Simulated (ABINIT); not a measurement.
# Ti (P6_3/mmc) in ABINIT: a series of runs

Aim: see how the results for Ti move with the level of theory and the settings. Levels: LDA, PBEsol, PBE. Tasks: relaxation of cell and atoms, single point.

All numbers are computed with ABINIT 10.8.3 (patched build); they aren't measurements. Logs are shortened: lines on timing, memory, paths and dates and some standing lists are left out, and cuts for length are marked. The log counts tension as positive stress, the text compression.

**1. The structure**

Symmetry: P6_3/mmc, No. 194, hexagonal system. Conventional cell: a = 2.950 Å, b = 2.950 Å, c = 4.680 Å, α = 90.00°, β = 90.00°, γ = 120.00°. Ti (site symmetry -6m2) is surrounded by 12 Ti at 2.89 to 2.95 Å.

**2. Relaxation of cell and atoms, LDA**

run.abi

```
pp_dirpath "./"
pseudos "Ti.LDA_PW-JTH.xml"

acell 5.5746920676 5.5746920677 8.8439182632
rprim
     1.0000000000     0.0000000000     0.0000000000
    -0.5000000000     0.8660254038     0.0000000000
     0.0000000000     0.0000000000     1.0000000000
ntypat 1
znucl 22
natom 2
typat 1 1
chkprim 0
chksymtnons 0
tolsym 1.0e-6
xred
            2/3            1/3            3/4
            1/3            2/3            1/4

ecut 15.0
pawecutdg 30.0
ecutsm 0.5

kptopt 1
ngkpt 8 8 4
nshiftk 1
shiftk 0.0 0.0 0.0

ixc 7

nband 16
occopt 3
tsmear 0.05 eV

nstep 80
tolvrs 1.0e-10

iomode 3
prteig 0
prtebands 0
prtwf 0
prtden 0

ionmov 2
optcell 2
ntime 50
tolmxf 2.0e-5
dilatmx 1.08
```

Potentials or basis: JTH PAW LDA v2.0.

On the command line:

```
$ mpirun --bind-to none -np 4 abinit run.abi > log 2>&1
```

run.abo:

```text
.Version 10.8.3 of ABINIT
 Symmetries : space group P6_3/m m c (#194); Bravais hP (primitive hexag.)
================================================================================
 Values of the parameters that define the memory need of the present run
     intxc =       0    ionmov =       2      iscf =      17    lmnmax =      18
     lnmax =       6     mgfft =      36  mpssoang =       3    mqgrid =    3001
     natom =       2  nloc_mem =       2    nspden =       1   nspinor =       1
    nsppol =       1      nsym =      24    n1xccc =       1    ntypat =       1
    occopt =       3   xclevel =       1
       mpw =         842          nfft =       20736          nkpt =          30
Pmy_natom=         1
 PAW method is used; the additional fine FFT grid is defined by:
   mgfftf=        48    nfftf =     43200
================================================================================
================================================================================

--------------------------------------------------------------------------------
------------- Echo of variables that govern the present computation ------------
--------------------------------------------------------------------------------
 -outvars: echo values of preprocessed input variables --------
            acell      5.5746920676E+00  5.5746920677E+00  8.8439182632E+00 Bohr
              amu      4.78800000E+01
          chkprim           0
      chksymtnons           0
          dilatmx      1.08000000E+00
             ecut      1.50000000E+01 Hartree
           ecutsm      5.00000000E-01 Hartree
           ionmov           2
              ixc           7
         kptrlatt        8    0    0      0    8    0      0    0    4
          kptrlen      3.53756731E+01
            natom           2
            nband          16
            ngfft          24      24      36
          ngfftdg          30      30      48
             nkpt          30
            nstep          80
             nsym          24
            ntime          50
           ntypat           1
           occopt           3
          optcell           2
        pawecutdg      3.00000000E+01 Hartree
           prtden           0
        prtebands           0
           prteig           0
            prtwf           0
            rprim      1.0000000000E+00  0.0000000000E+00  0.0000000000E+00
                      -5.0000000000E-01  8.6602540380E-01  0.0000000000E+00
                       0.0000000000E+00  0.0000000000E+00  1.0000000000E+00
          spgroup         194
           tolmxf      2.00000000E-05
           tolsym      1.00000000E-06
           tolvrs      1.00000000E-10
           tsmear      1.83746611E-03 Hartree
            typat      1  1
           useylm           1
           xangst      1.4749999990E+00  8.5159164650E-01  3.5099999976E+00
                      -1.7639296397E-11  1.7031832930E+00  1.1699999992E+00
            xcart      2.7873460338E+00  1.6092749830E+00  6.6329386974E+00
                      -3.3333439244E-11  3.2185499660E+00  2.2109795658E+00
             xred      6.6666666667E-01  3.3333333333E-01  7.5000000000E-01
                       3.3333333333E-01  6.6666666667E-01  2.5000000000E-01
            znucl       22.00000

================================================================================

 chkinp: Checking input parameters for consistency.

================================================================================
== DATASET  1 ==================================================================

--- !DatasetInfo
iteration_state: {dtset: 1, }
dimensions: {natom: 2, nkpt: 30, mband: 16, nsppol: 1, nspinor: 1, nspden: 1, mpw: 842, }
cutoff_energies: {ecut:  15.0, pawecutdg:  30.0, }
electrons: {nelect:   2.40000000E+01, charge:   0.00000000E+00, occopt:   3.00000000E+00, tsmear:   1.83746611E-03, }
meta: {optdriver: 0, ionmov: 2, optcell: 2, iscf: 17, paral_kgb: 0, }
...

 Exchange-correlation functional for the present dataset will be:
  LDA: Perdew-Wang 92 LSD fit to Ceperley-Alder data - ixc=7
  J.P.Perdew and Y.Wang, PRB 45, 13244 (1992)

 Real(R)+Recip(G) space primitive vectors, cartesian coordinates (Bohr,Bohr^-1):
 R(1)=  5.5746921  0.0000000  0.0000000  G(1)=  0.1793821  0.1035663  0.0000000
 R(2)= -2.7873460  4.8278249  0.0000000  G(2)=  0.0000000  0.2071326  0.0000000
 R(3)=  0.0000000  0.0000000  8.8439183  G(3)=  0.0000000  0.0000000  0.1130721
 Unit cell volume ucvol=  2.3802201E+02 bohr^3
 Angles (23,13,12)=  9.00000000E+01  9.00000000E+01  1.20000000E+02 degrees

 Coarse grid specifications (used for wave-functions):

 getcut: wavevector=  0.0000  0.0000  0.0000  ngfft=  24  24  36
         ecut(hartree)=     17.496   => boxcut(ratio)=   2.16184

 Fine grid specifications (used for densities):

 getcut: wavevector=  0.0000  0.0000  0.0000  ngfft=  30  30  48
         ecut(hartree)=     34.992   => boxcut(ratio)=   2.02242

--- Pseudopotential description ------------------------------------------------
- pspini: atom type   1  psp file is ./Ti.LDA_PW-JTH.xml
 Pseudopotential format is: paw10
 basis_size (lnmax)=  6 (lmn_size= 18), orbitals=   0   0   1   1   2   2
 Spheres core radius: rc_sph= 2.30802695
 Shapefunction is BESSEL type: shapef(r,l)=aa(1,l)*jl(q(1,l)*r)+aa(2,l)*jl(q(2,l)*r)
 Radius for shape functions =  2.01037111
 Compensation charge density is not taken into account in XC energy/potential

   1.19384070E+03                                ecore*ucvol(ha*bohr**3)
--------------------------------------------------------------------------------

================================================================================

=== [ionmov= 2] Broyden-Fletcher-Goldfarb-Shanno method (forces)
================================================================================

--- Iteration: ( 1/50) Internal Cycle: (1/1)
--------------------------------------------------------------------------------

---SELF-CONSISTENT-FIELD CONVERGENCE--------------------------------------------
[... 766 lines left out ...]
 Difference of energy with previous step (new-old):
           Absolute (Ha)=-7.09680E-09
           Relative     =-6.04212E-11

 At Broyd/MD step   8, gradients are converged :
  max grad (force/stress) = 2.2789E-06 < tolmxf= 2.0000E-05 ha/bohr (free atoms)

================================================================================

 ----iterations are completed or convergence reached----

 Mean square residual over all n,k,spin=   20.151E-12; max=  59.921E-10
 reduced coordinates (array xred) for    2 atoms
       0.666666666667      0.333333333333      0.750000000000
       0.333333333333      0.666666666667      0.250000000000
 rms dE/dt=  1.9040E-28; max dE/dt=  0.0000E+00; dE/dt below (all hartree)
    1      -0.000000000000     -0.000000000000      0.000000000000
    2       0.000000000000     -0.000000000000      0.000000000000

 cartesian coordinates (angstrom) at end:
    1      1.43547308666541     0.82877077303545     3.39267267457963
    2     -0.00000000001717     1.65754154607091     1.13089089152654

 cartesian forces (hartree/bohr) at end:
    1      0.00000000000000     0.00000000000000    -0.00000000000000
    2     -0.00000000000000    -0.00000000000000    -0.00000000000000
 frms,max,avg= 1.6543750E-29 2.4815625E-29   0.000E+00  0.000E+00  0.000E+00 h/b

 cartesian forces (eV/Angstrom) at end:
    1      0.00000000000000     0.00000000000000    -0.00000000000000
    2     -0.00000000000000    -0.00000000000000    -0.00000000000000
 frms,max,avg= 8.5071384E-28 1.2760708E-27   0.000E+00  0.000E+00  0.000E+00 e/A
 length scales=  5.425301989851  5.425301990021  8.548296253075 bohr
              =  2.870946173348  2.870946173438  4.523563566106 angstroms
 Fermi (or HOMO) energy (hartree) =   0.30648   Average Vxc (hartree)=  -0.42346
 Eigenvalues (hartree) for nkpt=  30  k points:
 kpt#   1, nband= 16, wtk=  0.00391, kpt=  0.0000  0.0000  0.0000 (reduced coord)
  -1.75715   -1.74988   -0.91247   -0.88236   -0.88236   -0.87814   -0.87747   -0.87747
   0.07489    0.20026    0.33385    0.33385    0.34086    0.34818    0.35470    0.35470
      occupation numbers for kpt#   1
   2.00000    2.00000    2.00000    2.00000    2.00000    2.00000    2.00000    2.00000
   2.00000    2.00000    0.00000    0.00000    0.00000    0.00000    0.00000    0.00000
 prteigrs : prtvol=0 or 1, do not print more k-points.

--- !EnergyTerms
iteration_state     : {dtset: 1, itime: 8, icycle: 1, }
comment             : Components of total free energy in Hartree
kinetic             :  1.55906798766702E+01
hartree             :  2.19707123661283E+01
xc                  : -6.49489504283648E+00
Ewald energy        : -8.70617118609038E+01
psp_core            :  5.47883659136921E+00
local_psp           : -6.64921798265972E+01
PAW spherical_terms : -4.46539815722437E-01
internal            : -1.17455097711892E+02
'-kT*entropy'       : -3.94505417387454E-04
total_energy        : -1.17455492217310E+02
total_energy_eV     : -3.19612676543702E+03
...

--- !EnergyTermsDC
iteration_state     : {dtset: 1, itime: 8, icycle: 1, }
comment             : '"Double-counting" decomposition of free energy'
band_energy         : -1.57768446238024E+01
Ewald energy        : -8.70617118609038E+01
psp_core            :  5.47883659136921E+00
xc_dc               : -2.11613089766584E+01
PAW spherical_terms :  1.06592975653573E+00
internal            : -1.17455099113460E+02
'-kT*entropy'       : -3.94505417387454E-04
total_energy_dc     : -1.17455493618877E+02
total_energy_dc_eV  : -3.19612680357562E+03
...

--- !EnergyTermsWithPAWCore
iteration_state     : {dtset: 1, itime: 8, icycle: 1, }
comment             : 'Components of total free energy, including PAW core contributions'
Total energy        : -1.70399965442017E+03
Total energy DC     : -1.70399965582174E+03
Total energy (eV)   : -4.63681927594453E+04
Total energy DC (eV): -4.63681927975839E+04
...

 Cartesian components of stress tensor (hartree/bohr^3)
  sigma(1 1)=  1.24398516E-08  sigma(3 2)=  0.00000000E+00
  sigma(2 2)=  1.24380459E-08  sigma(3 1)=  0.00000000E+00
  sigma(3 3)= -2.27892767E-08  sigma(2 1)=  2.60396341E-13

-Cartesian components of stress tensor (GPa)         [Pressure= -2.0483E-05 GPa]
- sigma(1 1)=  3.65993069E-04  sigma(3 2)=  0.00000000E+00
- sigma(2 2)=  3.65939944E-04  sigma(3 1)=  0.00000000E+00
- sigma(3 3)= -6.70483669E-04  sigma(2 1)=  7.66112484E-09

== END DATASET(S) ==============================================================
================================================================================

 -outvars: echo values of variables after computation  --------
            acell      5.4253019899E+00  5.4253019900E+00  8.5482962531E+00 Bohr
           etotal     -1.1745549362E+02
            fcart      2.4815625270E-29  1.4327307930E-29 -0.0000000000E+00
                      -2.4815625270E-29 -1.4327307930E-29 -0.0000000000E+00
            rprim      1.0000000000E+00  0.0000000000E+00  0.0000000000E+00
                      -4.9999999999E-01  8.6602540379E-01  0.0000000000E+00
                       0.0000000000E+00  0.0000000000E+00  1.0000000000E+00
           strten      1.2439851555E-08  1.2438045885E-08 -2.2789276712E-08
                       0.0000000000E+00  0.0000000000E+00  2.6039634078E-13
           xangst      1.4354730867E+00  8.2877077304E-01  3.3926726746E+00
                      -1.7166549467E-11  1.6575415461E+00  1.1308908915E+00
             xred      6.6666666667E-01  3.3333333333E-01  7.5000000000E-01
                       3.3333333333E-01  6.6666666667E-01  2.5000000000E-01
 Calculation completed.
```

Wall time 17 s (4 MPI ranks of Intel Xeon 6975P-C (Granite Rapids), shared host); peak memory 0.32 GiB.

Results:

* Free energy: -3196.1268 eV
* Relaxed volume: 16.14 Å³/atom
* Relaxed cell: a = 2.871 Å, b = 2.871 Å, c = 4.524 Å, α = 90.00°, β = 90.00°, γ = 120.00°
* Space group after relaxing (to 0.05 Å): P6_3/mmc (No. 194)
* Energy gained by relaxing: 48.7 meV/atom
* Ionic steps: 8
* Pressure after relaxing: 0.0 GPa
* Band gap on the k mesh: none (metal or under the smearing width)

Step by step:
```
step  energy change (eV)  largest force (eV/Å)  pressure (GPa)  volume (Å³)
   1              0.0000                0.0000           -9.69        35.27
   2             -0.0537                0.0000           -6.80        34.24
   3             -0.0969                0.0000            0.79        32.09
   4             -0.0974                0.0000           -0.04        32.30
   5             -0.0974                0.0000            0.00        32.29
   6             -0.0974                0.0000            0.04        32.28
   7             -0.0974                0.0000            0.02        32.29
   8             -0.0974                0.0000            0.00        32.29
```

Final structure:
```
Ti
1.0
     2.87095    0.00000    0.00000
    -1.43547    2.48631    0.00000
     0.00000    0.00000    4.52356
Ti
2
Cartesian
  1.4355 0.8288 3.3927
  0.0000 1.6575 1.1309
```

LDA usually gives volumes a few per cent too small. Zero-point motion and thermal expansion aren't in these numbers.

**3. Single point, LDA (cell relaxed)**

run.abi

```
# Pseudopotentials
pp_dirpath "./"
pseudos "Ti.LDA_PW-JTH.xml"

# Structure
acell 5.4253019987 5.4253019909 8.5482962546
rprim
     1.0000000000     0.0000000000     0.0000000000
    -0.5000000007     0.8660254034     0.0000000000
     0.0000000000     0.0000000000     1.0000000000
ntypat 1
znucl 22
natom 2
typat 1 1
xred
     0.6666666700     0.3333333300     0.7500000000
     0.3333333300     0.6666666700     0.2500000000
chkprim 0
chksymtnons 0
tolsym 1.0e-6

# Plane-wave basis
ecut 15.0
pawecutdg 30.0

# k points
kptopt 1
ngkpt 8 8 4
nshiftk 1
shiftk 0.0 0.0 0.0

# Exchange and correlation
ixc 7

# Bands and occupations
nband 16
occopt 3
tsmear 0.05 eV

# SCF cycle
nstep 100
tolvrs 1.0e-9

# Output
iomode 3
prtwf 0
prteig 0
prtebands 0
prtden 1
prtvha 1
prtvclmb 1
prtpot 1
```

Potentials or basis: JTH PAW LDA v2.0.

On the command line:

```
$ mpirun --bind-to none -np 4 abinit run.abi > log 2>&1
```

It took 2.6 s on 4 MPI ranks of Intel Xeon 6975P-C (Granite Rapids), shared host; peak memory 0.28 GiB.

The run converged. Its results:

| Item | Value |
| --- | --- |
| Free energy | -3196.1269 eV |
| Pressure | 0.0 GPa |
| Band gap on the k mesh | none (metal or under the smearing width) |
| Valence electrons inside the program's atomic spheres | Ti 10.26 (radii [1.2214] Å) |

Levels at points of the mesh, in eV from the Fermi level:
| k point | band 9 | band 10 | band 11 | band 12 | band 13 | band 14 | band 15 | band 16 |
| --- | --- | --- | --- | --- | --- | --- | --- | --- |
| (0.00, 0.00, 0.00) | -6.30 | -2.89 | 0.74 | 0.74 | 0.94 | 1.13 | 1.31 | 1.31 |
| (0.50, 0.00, 0.00) | -2.45 | -2.42 | -2.07 | -0.50 | 0.39 | 0.68 | 1.28 | 3.61 |
| (0.00, 0.00, 0.50) | -4.34 | -4.34 | 0.09 | 0.09 | 0.63 | 0.63 | 0.63 | 0.63 |
| (0.50, 0.00, 0.50) | -2.77 | -2.77 | -0.93 | -0.93 | 1.58 | 1.58 | 1.80 | 1.80 |

(Continued in part 2 of 2.)
